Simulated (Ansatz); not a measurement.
**TaSi2 in Ansatz: the effect of Hubbard term**

TaSi2:

```xyz
9
Lattice="4.7839 0.0000 0.0000 -2.3920 4.1430 0.0000 0.0000 0.0000 6.5700" Properties=species:S:1:pos:R:3 pbc="T T T"
Ta   -1.1960    2.0715    2.1900
Ta    1.1960    2.0715    4.3800
Ta    2.3920    0.0000    0.0000
Si    1.1407    0.6586    2.1900
Si   -1.2512    3.4844    4.3800
Si    2.3920    2.8258    0.0000
Si    1.2512    3.4844    2.1900
Si    3.6432    0.6586    4.3800
Si    0.0000    1.3172    0.0000
```

Alike in all runs:

| Item | Value |
| --- | --- |
| Program | Ansatz 0.2.0 |
| Task | single point |
| Functional | PBEsol |
| Potentials or basis | Ansatz PAW |
| Cutoff | 420 eV (not typed: the program's choice for these potentials) |
| k mesh | 5 × 5 × 3 |
| Occupations | fermi-dirac, width 0.05 eV |
| Spin | no spin polarisation |
| Hubbard projectors | ortho-atomic (the default) |
| Double counting | fll (the default) |

| Hubbard term | pressure (GPa) | largest force (eV/Å) |
| --- | --- | --- |
| none | ? | ? |
| Ta d U = 2 eV | -1.6 | 0.02 |
| Ta d U = 3 eV | -1.3 | 0.04 |
| Ta d U = 4 eV | -1.0 | 0.06 |
| Ta d U = 5 eV | -0.6 | 0.08 |
| Ta d U = 6 eV | -0.2 | 0.11 |
| Ta d U = 8 eV | 0.8 | 0.20 |

Question: What does the run with Hubbard term none give?

Answer: Pressure -2.2 GPa; largest force 0.01 eV/Å.

Worked out: A parabola through the other rows of the pressure, of slope 0.16 GPa per eV there, extrapolates to -2.0 GPa, against the run's -2.2. A parabola through the other rows of the largest force, of slope -0.003 eV/Å per eV there, extrapolates to 0.02 eV/Å, against the run's 0.01.

Caveats: the PAW data sets come from PBE, with cores solved anew for the run's functional, which leaves a small shift of forces and pressure; U without spin polarisation on a metal has little footing (some runs); the U is typed as a test and isn't derived for this compound (some runs).

Runs at the PBE level aren't shown here.
